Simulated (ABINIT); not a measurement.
# BaS (Fm-3m): G0W0 in ABINIT against the exchange cutoff

How does the gap of BaS (Fm-3m) converge in the exchange cutoff?

Main program and level: ABINIT 10.8.3; LDA and many-body steps on it, plane waves.

### 1. Starting point

Symmetry: Fm-3m, No. 225, cubic system. The conventional cell has a = 6.388 Å, b = 6.388 Å, c = 6.388 Å, α = 90.00°, β = 90.00°, γ = 90.00°. Nearest to Ba lie 6 S at 3.19 Å. Nearest to S lie 6 Ba at 3.19 Å. Farther neighbours and most contacts between anions are not listed.

Structure file:

```cif
data_structure
_symmetry_space_group_name_H-M 'Fm-3m'
_symmetry_Int_Tables_number 225
_cell_length_a 6.3875
_cell_length_b 6.3875
_cell_length_c 6.3875
_cell_angle_alpha 90.000
_cell_angle_beta 90.000
_cell_angle_gamma 90.000
_cell_volume 260.61
loop_
_atom_site_label
_atom_site_type_symbol
_atom_site_symmetry_multiplicity
_atom_site_Wyckoff_symbol
_atom_site_fract_x
_atom_site_fract_y
_atom_site_fract_z
_atom_site_occupancy
Ba1 Ba 4 a 0.00000 0.00000 0.00000 1
S1 S 4 b 0.50000 0.00000 0.00000 1
```

The cell and positions come from the Crystallography Open Database and are kept as given unless a step says otherwise. Spin-orbit coupling is left out unless a step names it.

### 2. Screening, 4×4×4 mesh, 34 bands, screening to 106.1 eV

This step: ABINIT 10.8.3; RPA screening on LDA, plane waves, norm-conserving pseudopotentials.

The RPA dielectric matrix is built and inverted for each q.

run.abi

```
acell 3*1.0 Angstrom
rprim 
  0.000000000000 3.193750000000 3.193750000000
  3.193750000000 0.000000000000 3.193750000000
  3.193750000000 3.193750000000 0.000000000000
ntypat 2
znucl 56 16
natom 2
typat 1 2
xred 
  0.000000000000 0.000000000000 0.000000000000
  0.500000000000 0.500000000000 0.500000000000
pp_dirpath "pseudos"
pseudos "Ba.upf, S.upf"
ecut 21
ngkpt 4 4 4
nshiftk 1
shiftk 0 0 0
kptopt 1
chksymbreak 0
istwfk *1
occopt 1
irdwfk 1
optdriver 3
nband 34
ecuteps 3.9
inclvkb 2
awtr 1
symchi 1
indata_prefix "in"
outdata_prefix "out"
tmpdata_prefix "tmp"
```

On the command line:

```bash
> OMP_NUM_THREADS=1 mpirun -n 4 abinit run.abi > log
```

The program printed:

```text
.Version 10.8.3 of ABINIT. v10.8.2 released Aug 2026.

 Symmetries : space group Fm -3 m (#225); Bravais cF (face-center cubic)
[... echo of the input left out ...]
== DATASET  1 ==================================================================
-   mpi_nproc: 4, omp_nthreads: 1 (-1 if OMP is not activated)

--- !DatasetInfo
iteration_state: {dtset: 1, }
dimensions: {natom: 2, nkpt: 8, mband: 34, nsppol: 1, nspinor: 1, nspden: 1, mpw: 2085, }
cutoff_energies: {ecut:  21.0, pawecutdg:  -1.0, }
electrons: {nelect:   1.60000000E+01, charge:   0.00000000E+00, occopt:   1.00000000E+00, tsmear:   1.00000000E-02, }

 SCREENING: Calculation of the susceptibility and dielectric matrices

 Based on a program developped by R.W. Godby, V. Olevano, G. Onida, and L. Reining.
 Incorporated in ABINIT by V. Olevano, G.-M. Rignanese, and M. Torrent.
.Using double precision arithmetic ; gwpc =  8

[... cell and pseudopotentials left out ...]
--------------------------------------------------------------------------------

 ==== K-mesh for the wavefunctions ====
 Number of points in the irreducible wedge :     8
[... list of points left out ...]
 Together with 48 symmetry operations and time-reversal symmetry
 yields    64 points in the full Brillouin Zone.

 ==== Q-mesh for the screening function ====
 Number of points in the irreducible wedge :     8
[... list of points left out ...]
 Together with 48 symmetry operations and time-reversal symmetry
 yields    64 points in the full Brillouin Zone.

 setmesh: FFT mesh size selected  =    25x   25x   25
          total number of points  =        15625

 vcoul_init : cutoff-mode = AUXILIARY_FUNCTION
 q-points for optical limit:   1
     1)      0.000010    0.000020    0.000030

- screening: taking advantage of time-reversal symmetry
- Maximum band index for partially occupied states nbvw = 8
- Remaining bands to be divided among processors   nbcw = 26
- Number of bands treated by each node ~6

 Number of electrons calculated from density =   16.0000; Expected =   16.0000
 average of density, n =  0.036391
 r_s =    1.8720
 omega_plasma =   18.4014 [eV]

 calculating chi0 at frequencies [eV] :
  1    0.000000E+00    0.000000E+00
  2    0.000000E+00    1.840140E+01

--------------------------------------------------------------------------------
  q-point number  1        q = ( 0.000000, 0.000000, 0.000000) [r.l.u.]
--------------------------------------------------------------------------------
[... chi0 elements left out ...]
 For q-point:  0.000010 0.000020 0.000030
  dielectric constant =   5.1187
  dielectric constant without local fields =   6.0170

  Average fulfillment of the sum rule on Im[epsilon] for q-point    1 :     52.22  [%]
[... wings left out ...]
  q-point number  2        q = ( 0.250000, 0.000000, 0.000000) [r.l.u.]
--------------------------------------------------------------------------------
[... chi0 elements left out ...]
  Average fulfillment of the sum rule on Im[epsilon] for q-point    2 :     80.40  [%]

 [... 6 further q-points ...]
```

The job ended after 4 s (4 MPI ranks of Arm Neoverse V2, shared host; peak memory 0.42 GiB).

Numbers from this step:

```yaml
eps_infinity_with_local_fields_on_this_mesh_along_the_program_s_q_direction: 5.119
the_same_without_local_fields: 6.017
plasma_frequency: 18.40 eV
plane_waves_in_the_screening_matrix: 169
```

Local fields lower ε∞ by 15 %.

### 3. 2.1 Ha

This step: G0W0 on LDA, plane waves, norm-conserving pseudopotentials.

run.abi: that of step 2 with these lines changed.

```diff
@@ -23,8 +23,17 @@
 irdwfk 1
-optdriver 3
+optdriver 4
 nband 34
+gwcalctyp 0
+ecutsigx 2.1
+symsigma 1
+nkptgw 2
+kptgw 
+  0.0000000000 0.0000000000 0.0000000000
+  0.5000000000 0.5000000000 0.0000000000
+bdgw 
+  6 12
+  7 10
 ecuteps 3.9
-inclvkb 2
-awtr 1
-symchi 1
+irdscr 1
+ppmodel 1
 indata_prefix "in"
```

The program printed:

```text
.Version 10.8.3 of ABINIT. v10.8.2 released Aug 2026.

 Symmetries : space group Fm -3 m (#225); Bravais cF (face-center cubic)
[... echo of the input left out ...]
== DATASET  1 ==================================================================
-   mpi_nproc: 4, omp_nthreads: 1 (-1 if OMP is not activated)

--- !DatasetInfo
iteration_state: {dtset: 1, }
dimensions: {natom: 2, nkpt: 8, mband: 34, nsppol: 1, nspinor: 1, nspden: 1, mpw: 2085, }
cutoff_energies: {ecut:  21.0, pawecutdg:  -1.0, }
electrons: {nelect:   1.60000000E+01, charge:   0.00000000E+00, occopt:   1.00000000E+00, tsmear:   1.00000000E-02, }

 SIGMA: Calculation of the GW corrections

 Based on a program developped by R.W. Godby, V. Olevano, G. Onida, and L. Reining.
 Incorporated in ABINIT by V. Olevano, G.-M. Rignanese, and M. Torrent.
.Using double precision arithmetic ; gwpc =  8

[... cell and pseudopotentials left out ...]
--------------------------------------------------------------------------------

 ==== K-mesh for the wavefunctions ====
 Number of points in the irreducible wedge :     8
[... list of points left out ...]
 Together with 48 symmetry operations and time-reversal symmetry
 yields    64 points in the full Brillouin Zone.

 ==== Q-mesh for screening function ====
 Number of points in the irreducible wedge :     8
[... list of points left out ...]
 Together with 48 symmetry operations and time-reversal symmetry
 yields    64 points in the full Brillouin Zone.

 vcoul_init : cutoff-mode = AUXILIARY_FUNCTION
 q-points for optical limit:   1
     1)      0.000010    0.000020    0.000030
 setmesh: FFT mesh size selected  =    24x   24x   24
          total number of points  =        13824

 Number of electrons calculated from density =   16.0000; Expected =   16.0000
 average of density, n =  0.036391
 r_s =    1.8720
 omega_plasma =   18.4014 [eV]

 === KS Band Gaps ===
  >>>> For spin  1
   Minimum direct gap =   2.0788 [eV], located at k-point      :   0.5000  0.5000  0.0000
   Fundamental gap    =   1.9480 [eV], Top of valence bands at :   0.0000  0.0000  0.0000
                                       Bottom of conduction at :   0.5000  0.5000  0.0000
 SIGMA fundamental parameters:
 PLASMON POLE MODEL  1
 number of plane-waves for SigmaX                   59
 number of plane-waves for SigmaC and W             59
 number of plane-waves for wavefunctions          2085
 number of bands                                    34
 number of independent spin polarizations            1
 number of spinorial components                      1
 number of k-points in IBZ                           8
 number of q-points in IBZ                           8
 number of symmetry operations                      48
 number of k-points in BZ                           64
 number of q-points in BZ                           64
 number of frequencies for dSigma/dE                 9
 frequency step for dSigma/dE [eV]                0.25
 number of omega for Sigma on real axis              0
 max omega for Sigma on real axis  [eV]           0.00
 zcut for avoiding poles [eV]                     0.10

 EPSILON^-1 parameters (SCR file):
 dimension of the eps^-1 matrix on file            169
 dimension of the eps^-1 matrix used                59
 number of plane-waves for wavefunctions          2085
 number of bands                                    34
 number of q-points in IBZ                           8
 number of frequencies                               2
 number of real frequencies                          1
 number of imag frequencies                          1

 matrix elements of self-energy operator (all in [eV])

 Perturbative Calculation

--- !SelfEnergy_ee
iteration_state: {dtset: 1, }
kpoint     : [   0.000,    0.000,    0.000, ]
spin       : 1
KS_gap     :    3.322
QP_gap     :    4.443
Delta_QP_KS:    1.121
data: !SigmaeeData |
     Band     E0 <VxcDFT>   SigX SigC(E0)      Z dSigC/dE  Sig(E)    E-E0       E
        6   3.496 -12.514 -14.873   2.582   0.774  -0.292 -12.342   0.173   3.669
        7   3.496 -12.514 -14.873   2.582   0.774  -0.292 -12.342   0.173   3.669
        8   3.496 -12.514 -14.873   2.582   0.774  -0.292 -12.342   0.173   3.669
        9   6.819  -8.443  -3.654  -3.220   0.825  -0.212  -7.149   1.294   8.112
       10   7.243  -9.197  -4.081  -3.220   0.826  -0.210  -7.631   1.566   8.809
       11   7.243  -9.197  -4.081  -3.220   0.826  -0.210  -7.631   1.566   8.809
       12   7.243  -9.197  -4.081  -3.220   0.826  -0.210  -7.631   1.566   8.809

--- !SelfEnergy_ee
iteration_state: {dtset: 1, }
kpoint     : [   0.500,    0.500,    0.000, ]
spin       : 1
KS_gap     :    2.079
QP_gap     :    3.103
Delta_QP_KS:    1.024
data: !SigmaeeData |
     Band     E0 <VxcDFT>   SigX SigC(E0)      Z dSigC/dE  Sig(E)    E-E0       E
        7   3.366 -12.450 -14.842   2.615   0.774  -0.292 -12.277   0.173   3.539
        8   3.366 -12.450 -14.842   2.615   0.774  -0.292 -12.277   0.173   3.539
        9   5.444  -8.311  -3.898  -2.967   0.828  -0.208  -7.114   1.197   6.641
       10   9.358 -10.044  -4.309  -3.409   0.819  -0.221  -8.139   1.905  11.263

== END DATASET(S) ==============================================================
================================================================================

 -outvars: echo values of variables after computation  --------
           etotal      0.0000000000E+00
            nband          34
             nkpt           8
          spgroup         225
 [... the other variables as echoed above ...]

 Calculation completed.
```

Elapsed: 2.2 s, on 4 MPI ranks; peak memory 0.1 GiB.

Numbers from this step:

```
G0W0 gap on the points computed              : 2.972 eV
starting gap on the mesh                     : 1.948 eV
k of the valence top                         : 0, 0, 0
k of the conduction bottom                   : 0.5, 0.5, 0
Z at the valence top                         : 0.774
Z at the conduction bottom                   : 0.828
least direct G0W0 gap on the computed points : 3.102 eV
```

### 4. 4.2 Ha

run.abi: that of step 3 with these lines changed.

```diff
@@ -26,3 +26,3 @@
 gwcalctyp 0
-ecutsigx 2.1
+ecutsigx 4.2
 symsigma 1
```

The program printed:

```text
.Version 10.8.3 of ABINIT. v10.8.2 released Aug 2026.

 Symmetries : space group Fm -3 m (#225); Bravais cF (face-center cubic)
[... echo of the input left out ...]
== DATASET  1 ==================================================================
-   mpi_nproc: 4, omp_nthreads: 1 (-1 if OMP is not activated)

--- !DatasetInfo
iteration_state: {dtset: 1, }
dimensions: {natom: 2, nkpt: 8, mband: 34, nsppol: 1, nspinor: 1, nspden: 1, mpw: 2085, }
cutoff_energies: {ecut:  21.0, pawecutdg:  -1.0, }
electrons: {nelect:   1.60000000E+01, charge:   0.00000000E+00, occopt:   1.00000000E+00, tsmear:   1.00000000E-02, }

 SIGMA: Calculation of the GW corrections

 Based on a program developped by R.W. Godby, V. Olevano, G. Onida, and L. Reining.
 Incorporated in ABINIT by V. Olevano, G.-M. Rignanese, and M. Torrent.
.Using double precision arithmetic ; gwpc =  8

[... cell and pseudopotentials left out ...]
--------------------------------------------------------------------------------

 ==== K-mesh for the wavefunctions ====
 Number of points in the irreducible wedge :     8
[... list of points left out ...]
 Together with 48 symmetry operations and time-reversal symmetry
 yields    64 points in the full Brillouin Zone.

 ==== Q-mesh for screening function ====
 Number of points in the irreducible wedge :     8
[... list of points left out ...]
 Together with 48 symmetry operations and time-reversal symmetry
 yields    64 points in the full Brillouin Zone.

 vcoul_init : cutoff-mode = AUXILIARY_FUNCTION
 q-points for optical limit:   1
     1)      0.000010    0.000020    0.000030
 setmesh: FFT mesh size selected  =    25x   25x   25
          total number of points  =        15625

 Number of electrons calculated from density =   16.0000; Expected =   16.0000
[...]
number of omega for Sigma on real axis              0
 max omega for Sigma on real axis  [eV]           0.00
 zcut for avoiding poles [eV]                     0.10

 EPSILON^-1 parameters (SCR file):
 dimension of the eps^-1 matrix on file            169
 dimension of the eps^-1 matrix used               169
 number of plane-waves for wavefunctions          2085
 number of bands                                    34
 number of q-points in IBZ                           8
 number of frequencies                               2
 number of real frequencies                          1
 number of imag frequencies                          1

 matrix elements of self-energy operator (all in [eV])

 Perturbative Calculation

--- !SelfEnergy_ee
iteration_state: {dtset: 1, }
kpoint     : [   0.000,    0.000,    0.000, ]
spin       : 1
KS_gap     :    3.322
QP_gap     :    4.649
Delta_QP_KS:    1.327
data: !SigmaeeData |
     Band     E0 <VxcDFT>   SigX SigC(E0)      Z dSigC/dE  Sig(E)    E-E0       E
        6   3.496 -12.514 -15.539   2.582   0.769  -0.301 -12.855  -0.341   3.156
        7   3.496 -12.514 -15.539   2.582   0.769  -0.301 -12.855  -0.341   3.156
        8   3.496 -12.514 -15.539   2.582   0.769  -0.301 -12.855  -0.341   3.156
[...]
--- !SelfEnergy_ee
iteration_state: {dtset: 1, }
kpoint     : [   0.500,    0.500,    0.000, ]
spin       : 1
KS_gap     :    2.079
QP_gap     :    3.459
Delta_QP_KS:    1.380
data: !SigmaeeData |
     Band     E0 <VxcDFT>   SigX SigC(E0)      Z dSigC/dE  Sig(E)    E-E0       E
[...]
9   5.444  -8.311  -4.133  -2.939   0.827  -0.209  -7.287   1.024   6.469
       10   9.358 -10.044  -4.872  -3.397   0.817  -0.224  -8.595   1.449  10.807

== END DATASET(S) ==============================================================
================================================================================

 -outvars: echo values of variables after computation  --------
           etotal      0.0000000000E+00
            nband          34
             nkpt           8
          spgroup         225
 [... the other variables as echoed above ...]

 Calculation completed.
```

Run time: 3 s. Hardware: 4 MPI ranks; peak memory 0.25 GiB.

Numbers from this step:

```
G0W0 gap on the points computed              : 3.313 eV
starting gap on the mesh                     : 1.948 eV
k of the valence top                         : 0, 0, 0
k of the conduction bottom                   : 0.5, 0.5, 0
Z at the valence top                         : 0.769
Z at the conduction bottom                   : 0.827
least direct G0W0 gap on the computed points : 3.459 eV
```

(Part 1 of 2 ends here.)

[Paths, hosts, dates, memory and timing lines, banners, echoed tables and standing remarks are left out of the program output.]

[Logs are printed without paths, hosts, clocks, repeated set-up lines and the standing remarks that a program may print on its own settings, such as how far it seeks lower states.]

[Runs of the session that timed out or met a known fault of the program may be left out.]

[Hosts, paths, dates, database ids (printed as entryN), source tags and the programs' standing remarks are cut or masked in the printed files.]

[G0W0 gaps are taken among the corrected bands and points alone; a level outside them can change the order at an edge.]

[Where Ansatz stands beside ABINIT at settings called matched, ABINIT's density can come from a denser mesh and the files from another edition; pairs whose starting gaps differed by over 0.03 eV were left out, so agreement reads better than it is.]
